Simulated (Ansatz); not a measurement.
# Te2Pt: the cost of one run

Method: DFT PBEsol, scalar-relativistic, plane waves, PAW, in Ansatz 0.2.0.

The COD entry's cell or inner coordinates are ideal or old and differ from later refinements, so a difference from it is no clean test against experiment.

16 further runs of the same task are left out: 16 set aside as unsound or not needed.

### 1 The system as given

It takes space group P-3m1 (No. 164, trigonal). Conventional cell: a = 4.018 Å, b = 4.018 Å, c = 5.212 Å, α = 90.00°, β = 90.00°, γ = 120.00°. Te (site symmetry 3m) has 3 Pt at 2.66 Å as nearest neighbours. Pt (site symmetry -3m) has 6 Te at 2.66 Å as nearest neighbours.

Coordinates:

```
Te Pt
1.0
     4.01800    0.00000    0.00000
    -2.00900    3.47969    0.00000
     0.00000    0.00000    5.21200
Te Pt
2 1
Direct
  0.33333 0.66667 0.25000
  0.66667 0.33333 0.75000
  0.00000 0.00000 0.00000
```

The structure comes from the Crystallography Open Database.

### 6 Plan of the scan

The energy is mapped over volume and the cell's shape.

First coordinate, volume per atom: 7 values from 21.35 to 27.17 Å³. Second coordinate, c/a of the conventional cell: 7 values from 1.126 to 1.433.

Nothing else is relaxed (fractional coordinates fixed). Energies count from the relaxed crystal. Points are written as (first, second).

(The set-up runs are not shown.)

### 7 Point (23.29 Å³, 1.322)

The input, input.yaml:

```yaml
crystal:
  lattice:
    - [3.936588248, 0.0, 0.0]
    - [-1.968294124, 3.409185427, 0.0]
    - [0.0, 0.0, 5.2057442991]
  atoms:
    - { symbol: Te, position: [0.3333333333, 0.6666666667, 0.2620275194] }
    - { symbol: Te, position: [0.6666666667, 0.3333333333, 0.7379724806] }
    - { symbol: Pt, position: [0.0, 0.0, 0.0] }
basis:
  ecutwfc: 420
kpoints:
  mp_grid: { grid: [12, 12, 8] }
hamiltonian:
  xc: pbesol
  pseudopotentials: { kind: paw, azcp: { folder: soft_1 } }
scf:
  occupations: { method: gaussian, width: 0.15 }
output:
  forces: true
  stress: true
  eigenvalues: true
```

Run with:

```bash
> ansatz run input.yaml --threads 1 --pin off --max-ram 2048MiB --backend cpu --events-out ev --progress --plain --runs-dir out
```

**Question.** How long does this run take on 1 thread of AMD EPYC 9R45 (Zen 5), shared host, and how much memory does it need?

About 4.6 s, with a peak of 0.53 GiB.
